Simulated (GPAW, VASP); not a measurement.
Given: the input of a run of VASP 6.6.1 on GaAs. 

The input INCAR:

```
PREC = Accurate
ENCUT = 520
EDIFF = 1E-6
ISMEAR = 0
SIGMA = 0.02
LREAL = False
LASPH = True
NELM = 100
ALGO = Fast
ISIF = 2
LWAVE = False
LCHARG = False
GGA = PE
```

Contents of KPOINTS:

```
Automatic mesh
0
Gamma
  8 8 8
```

File POSCAR:

```
GaAs
1.0
    0.0000000000      2.8268500000      2.8268500000
    2.8268500000      0.0000000000      2.8268500000
    2.8268500000      2.8268500000      0.0000000000
As Ga
1 1
Direct
    0.7500000000      0.7500000000      0.7500000000
    0.0000000000      0.0000000000      0.0000000000
```

Potentials or basis: VASP PAW PBE potentials, release 64 (As, Ga_d).

Launch:

```bash
$ cat potpaw_PBE.64/As/POTCAR potpaw_PBE.64/Ga_d/POTCAR > POTCAR
$ mpirun -np 1 vasp_std > vasp.out
```

Question: Set up the same calculation for GPAW 26.7.0 (ASE script). Potentials or basis there: GPAW PAW data sets (gpaw-data 1.2.1), cutoff 600 eV.

Answer: As run (cutoffs and basis follow the program's own potentials, and thresholds, step limits or extra output files can differ):

run.py

```python
from ase import Atoms
from ase.dft.bandgap import bandgap
from ase.io import write
from ase.units import GPa
from gpaw import GPAW, PW

atoms = Atoms(['As', 'Ga'],
              cell=[[0.0, 2.82685, 2.82685],
                    [2.82685, 0.0, 2.82685],
                    [2.82685, 2.82685, 0.0]],
              scaled_positions=[[0.75, 0.75, 0.75],
                                [0.0, 0.0, 0.0]],
              pbc=True)

calc = GPAW(mode=PW(600),
            xc='PBE',
            kpts={'size': (8, 8, 8), 'gamma': True},
            occupations={'name': 'methfessel-paxton', 'order': 0, 'width': 0.02},
            nbands=11,
            convergence={'density': 1e-05, 'energy': 1e-05},
            maxiter=150,
            txt='gpaw.txt')
atoms.calc = calc
energy = atoms.get_potential_energy()
forces = atoms.get_forces()
stress = atoms.get_stress()
calc.write('gs.gpw')
write('result.traj', atoms)
print(f'Energy: {energy:.6f} eV')
print('Forces (eV/A):')
print(forces.round(4))
print('Stress (GPa):', (stress / GPa).round(3))
print('Fermi level:', round(calc.get_fermi_level(), 4), 'eV')
print(f'Gap: {bandgap(calc)[0]:.4f} eV, direct: {bandgap(calc, direct=True)[0]:.4f} eV')
```

Potentials or basis: GPAW PAW data sets (gpaw-data 1.2.1), pw.

Command:

```sh
$ OMP_NUM_THREADS=1 python run.py
```

Both were run:

|  | VASP | GPAW |
| --- | --- | --- |
| Pressure | 3.5 GPa | 4.3 GPa |

The potentials hold 18 and 8 valence electrons a cell.

Pressure is positive in compression.
